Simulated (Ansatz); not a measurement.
A run of Ansatz 0.2.0:

The input input.yaml:

```yaml
crystal:
  lattice:
    - [2.8217151418, 0.0, 0.0]
    - [-1.4108575708, 2.3957617598, 0.0]
    - [0.0, 0.0, 8.93884516]
  atoms:
    - { symbol: Re, position: [0.6666666667, 0.3333333333, 0.75] }
    - { symbol: Re, position: [0.0, 0.0, 0.5] }
    - { symbol: Re, position: [0.3333333333, 0.6666666667, 0.25] }
    - { symbol: Re, position: [0.0, 0.0, 0.0] }
hamiltonian:
  xc: pbe
  pseudopotentials: { kind: paw }
kpoints:
  mp_grid: { grid: [8, 8, 3] }
scf:
  occupations: { method: fermi_dirac, width: 0.05 }
output:
  forces: true
  stress: true
  eigenvalues: true
  write_density: true
  write_potential: true
  elf: true
  volumetric_format: npy
```

Potentials or basis: Ansatz PAW.

Run with:

```sh
$ ansatz run input.yaml --threads 2 --pin off --max-ram 5632MiB --backend cpu --events-out ev --progress --plain --runs-dir out
```

Hardware: 2 threads of Intel(R) Xeon(R) Processor @ 2.70GHz, on a shared host.

Q: How long does it take, and how much memory?

A: Run time: 3.9 s on 2 threads of Intel(R) Xeon(R) Processor @ 2.70GHz (shared host), peak memory 0.39 GiB. Counts: scf iterations 6, plane waves 1189, k points 42, bands 36.
